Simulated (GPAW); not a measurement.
An input for GPAW 26.7.0 (Ga):

Contents of run.py:

```python
from ase import Atoms
from ase.dft.bandgap import bandgap
from ase.io import write
from ase.units import GPa
from gpaw import GPAW, PW

atoms = Atoms(['Ga'],
              cell=[[2.71648, 0.0, 0.0],
                    [0.0, 2.71648, 0.0],
                    [0.0, 0.0, 2.71648]],
              scaled_positions=[[0.0, 0.0, 0.0]],
              pbc=True)

calc = GPAW(mode=PW(40),
            xc='RPBE',
            kpts={'size': (10, 10, 10), 'gamma': True},
            occupations={'name': 'fermi-dirac', 'width': 0.05},
            nbands=7,
            convergence={'density': 1e-05, 'forces': 0.0001},
            maxiter=75,
            txt='gpaw.txt')
atoms.calc = calc
energy = atoms.get_potential_energy()
forces = atoms.get_forces()
stress = atoms.get_stress()
calc.write('gs.gpw')
write('result.traj', atoms)
print(f'Energy: {energy:.6f} eV')
print('Forces (eV/A):')
print(forces.round(4))
print('Stress (GPa):', (stress / GPa).round(3))
print('Fermi level:', round(calc.get_fermi_level(), 4), 'eV')
print(f'Gap: {bandgap(calc)[0]:.4f} eV, direct: {bandgap(calc, direct=True)[0]:.4f} eV')
```

Potentials or basis: the program's PAW data sets (release 1.2.1) made for this functional, pw.

Run with:

```bash
$ OMP_NUM_THREADS=1 python run.py
```

Problem. What does the program do with it?

Solution. The run stopped without a result. It printed:

gpaw.txt:

```text
__  _  _
 | _ |_)|_||  |
 |__||  | ||/\| - 26.7.0

Input parameters:
  mode=PW(ecut=40.0),
  convergence={'density': 1e-05, 'forces': 0.0001},
  kpts=MonkhorstPack(size=(10, 10, 10), gamma=True),
  maxiter=75,
  nbands=7,
[... 171 lines left out ...]
poisson solver:
  ecut: 320.0  # eV

xc functional:
  name: RPBE with 2 nearest neighbor stencil

convergence criteria:
- Maximum integral of absolute [dens]ity change: 1e-05 electrons / valence electron
- Maximum change in the atomic [forces] across last 2 cycles: 0.0001 eV/Ang OR
Maximum error relative to the maximum force is below inf
- Maximum [total energy] change in last 3 cyles: 0.0005 eV / valence electron
- Maximum integral of absolute [eigenst]ate change: 4e-08 eV^2 / valence electron
maximum number of iterations: 75
```
